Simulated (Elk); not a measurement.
The cell is COD entry 1534881, as deposited and not checked against the literature; nothing was relaxed.

A run on V: DFT, PBE, all-electron APW+lo, Dirac cores, scalar-relativistic bands (Elk 11.2.3 with local patches). The input:

```
tasks
  0
  110
  115
  15

xctype
  20

rgkmax
  8.0

gmaxvr
  16.0

lmaxapw
  10

lmaxo
  7

lmaxi
  3

nrmtscf
  2.0

nempty
  8

epspot
  1e-06

epsengy
  1e-05

maxscl
  60

hmaxvr
  6.0

lradstp
  4

swidth
  0.001

mixtype
  0

beta0
  0.8

reducebf
  0.5

spinpol
  .true.

tforce
  .true.

sppath
  './'

avec
  0.00000000000 3.58103100617 3.58103100617
  3.58103100617 0.00000000000 3.58103100617
  3.58103100617 3.58103100617 0.00000000000

atoms
  1
  'V.in'
  1
  0.000000000000 0.000000000000 0.000000000000   0.000 0.000 -0.500

ngridk
  13 13 13
```

Sphere radii set in the species files: V 2.33 bohr.

Total energy and RMS change of the potential by loop (first and last loops):

```csv
loop,E (Ha),RMS ΔV (Ha)
1,-948.466488,–
2,-954.090775,8.71e-01
3,-943.521280,3.40e-01
4,-957.543083,4.03e-01
5,-938.952043,5.21e-01
53,-911.576606,2.01e+00
54,-989.910137,2.01e+00
55,-911.576606,2.01e+00
56,-989.910137,2.01e+00
57,-911.576606,2.01e+00
58,-989.910137,2.01e+00
59,-911.576606,2.01e+00
60,-989.910137,–
```

Messages:

```
Warning(rhonorm): total charge density incorrect for s.c. loop 1
 Calculated :    46.54627680
 Required   :    23.00000000
```

Problem. Is the run sound, and if not, why?

Solution. No. The loop stopped after 60 iterations without meeting its targets: with linear mixing, beta0 = 0.8 the potential runs away or oscillates, and any warnings on linearisation energies follow from that.
